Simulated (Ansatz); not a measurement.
SrF2 under a change: uniaxial strain ε_zz = +1.91 %

Start from SrF₂ in the fluorite structure (space group Fm-3m, No. 225; a = 5.8573 Å). Axes: x, y, z lie along the cube axes.

The change: the cell is stretched by 1.91 % along z with no lateral relaxation; the atoms relax in the strained cell.

Method: Kohn–Sham DFT with the PBE functional, run in Ansatz (an electronic-structure program) with PAW and 420 eV plane waves, spin-orbit coupling left out. Γ-centred 10×10×10 mesh, Fermi–Dirac width 0.05 eV.

```json
[
 {"quantity": "volume per atom", "base": "16.75 Å³", "changed": "17.07 Å³", "shift": "+0.32 Å³"},
 {"quantity": "space group", "base": "Fm-3m (No. 225)", "changed": "I4/mmm (No. 139)", "shift": "–"},
 {"quantity": "shortest interatomic distance", "base": "2.536 Å", "changed": "2.553 Å", "shift": "+0.0163 Å"},
 {"quantity": "energy relative to the base (free energy F)", "base": "0 meV/atom", "changed": "+2.2 meV/atom", "shift": "+2.2 meV/atom"},
 {"quantity": "pressure (mean of the normal stresses, compression positive)", "base": "0.0 kbar", "changed": "-11.8 kbar", "shift": "-11.73 kbar"},
 {"quantity": "band gap", "base": "6.78 eV", "changed": "6.65 eV", "shift": "-0.136 eV"},
 {"quantity": "gap character", "base": "–", "changed": "indirect, X → Γ", "shift": "–"},
 {"quantity": "smallest direct gap", "base": "6.89 eV", "changed": "6.75 eV", "shift": "-0.14 eV"},
 {"quantity": "electron mass", "base": "0.52 mₑ (at Γ)", "changed": "0.52 mₑ (at Γ)", "shift": "–"},
 {"quantity": "valley order (the lowest conduction-band minima on the path, energy above the VBM, named in the base's zone)", "base": "Γ 6.78 eV; X along ⟨100⟩ 8.11 eV", "changed": "Γ 6.65 eV; X along [001] 8.02 eV; X along [100] 8.03 eV", "shift": "–"},
 {"quantity": "stress (xx, yy, zz, yz, xz, xy; compression positive)", "base": "–", "changed": "(-0.70, -0.70, -2.14, 0.00, 0.00, 0.00) GPa", "shift": "–"}
]
```

Cost of the whole job for the changed cell (relaxation, final SCF and bands): about 10 core-seconds (a rough figure).

Masses are band curvatures over ±0.01 Å⁻¹ around the edge. Stability against distortions was not tested. Labels are those of the standard path for the cell's own space group.
